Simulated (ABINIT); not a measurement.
Runs of ABINIT 10.8.3 (patched build) on WS2. The cell holds a slab with vacuum, 3 atoms: a = 3.184 Å, b = 3.184 Å, c = 16.951 Å, α = 90.00°, β = 90.00°, γ = 120.00°. 

```tsv
task	level	potentials or basis	k mesh	gap on the mesh (eV)	largest force (eV/Å)
band structure	LDA-PZ	JTH PAW LDA v2.0	10 × 10 × 2	1.98	0.39
band structure	PW91	JTH PAW PBE v2.0	10 × 10 × 2	1.99	(a)
single point	LDA	JTH PAW LDA v2.0	13 × 13 × 3	1.90	(b)
band structure	HCTH407	JTH PAW PBE v2.0	10 × 10 × 2	2.00	0.39
```

Alike in all rows: no spin polarisation; cell as given; cutoff (eV) 544; smearing fermi-dirac 0.05 eV.

Estimate the missing entries.

(a) 0.27; (b) 0.41.

Caveats: spin-orbit coupling is left out, which moves the levels of the heavy elements; the PAW data sets were made with another functional, which shifts forces and pressure a little (some runs).

A k mesh can miss the band edges, and the runs leave out spin-orbit coupling on W.
